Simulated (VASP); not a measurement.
A run of VASP 6.6.1:

Contents of INCAR:

```
PREC     = Accurate       # precision mode
ENCUT    = 600            # plane-wave cutoff, eV
EDIFF    = 1E-6           # SCF threshold, eV
ISMEAR   = 0              # smearing method
SIGMA    = 0.03           # smearing width, eV
LREAL    = False          # projectors in reciprocal space
LASPH    = True           # aspherical terms in the spheres
NELM     = 80             # most SCF steps
ALGO     = Normal         # electronic algorithm
ISIF     = 3              # what is computed and relaxed
LWAVE    = False          # write WAVECAR
LCHARG   = False          # write CHGCAR
GGA      = PS             # functional
IBRION   = 2              # ionic algorithm
NSW      = 90             # ionic steps
EDIFFG   = -0.01          # ionic threshold
KPAR     = 4
```

File KPOINTS:

```
regular mesh
0
Gamma
  6 6 6
```

Contents of POSCAR:

```
AlGa3As4
1.0
   -5.6554750000      5.6554750000      0.0000000000
   -5.6554750000      0.0000000000      5.6554750000
    0.0000000000      5.6554750000      5.6554750000
Al Ga As
2 6 8
Direct
    0.0000000000      0.0000000000      0.0000000000
    0.5000000000      0.0000000000      0.0000000000
    0.0000000000      0.5000000000      0.0000000000
    0.0000000000      0.0000000000      0.5000000000
    0.5000000000      0.5000000000      0.0000000000
    0.5000000000      0.0000000000      0.5000000000
    0.0000000000      0.5000000000      0.5000000000
    0.5000000000      0.5000000000      0.5000000000
    0.8750000000      0.8750000000      0.3750000000
    0.3750000000      0.8750000000      0.3750000000
    0.8750000000      0.3750000000      0.3750000000
    0.8750000000      0.8750000000      0.8750000000
    0.3750000000      0.3750000000      0.3750000000
    0.3750000000      0.8750000000      0.8750000000
    0.8750000000      0.3750000000      0.8750000000
    0.3750000000      0.3750000000      0.8750000000
```

Potentials or basis: VASP PAW PBE potentials, release 64 (Al, Ga_d, As).

The run is started by

```bash
$ cat potpaw_PBE.64/Al/POTCAR potpaw_PBE.64/Ga_d/POTCAR potpaw_PBE.64/As/POTCAR > POTCAR
$ mpirun -np 4 vasp_std > vasp.out
```

Hardware: 4 MPI ranks on AMD EPYC 9R45 96-Core Processor (Zen 5), on a shared host.

Q: Estimate the wall time of this run.

A: It took 18 min on 4 MPI ranks on AMD EPYC 9R45 96-Core Processor (Zen 5), with other jobs on the host, peak memory 1.4 GiB a rank. Counts: scf iterations 39, k points 46, ion steps 5.
